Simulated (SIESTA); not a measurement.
Crystal: Mo.

```
Mo
1.0
     3.16762    0.00000    0.00000
     0.00000    3.16762    0.00000
     0.00000    0.00000    3.16762
Mo
2
Direct
  0.00000 0.00000 0.00000
  0.50000 0.50000 0.50000
```

Base run:

| Property | Result |
| --- | --- |
| Program | SIESTA 5.4.2 |
| Functional | PBE |
| Potentials or basis | SG15 1.2 (PBE files) or PseudoDojo by element |
| Basis | DZP (energy shift 0.003 Ry; two zetas on semicore shells) |
| Grid cutoff | 800 Ry |
| Energy shift | 0.003 Ry |
| k mesh | 8 × 8 × 8 |
| Occupations | fermi-dirac, width 0.05 eV |
| Spin | no spin polarisation |

Its results: band gap on the k mesh none (metal or under the smearing width); pressure 0.1 GPa.

Problem. The run is repeated on the same cell with these changes: potentials or basis from SG15 1.2 (PBE files) or PseudoDojo by element to PseudoDojo 0.4 standard (PBE files). What comes out?

Solution. Band gap on the k mesh none (metal or under the smearing width); pressure 1.6 GPa.

Caveats: the basis of atomic orbitals isn't converged, which shifts pressures, moduli and gaps.
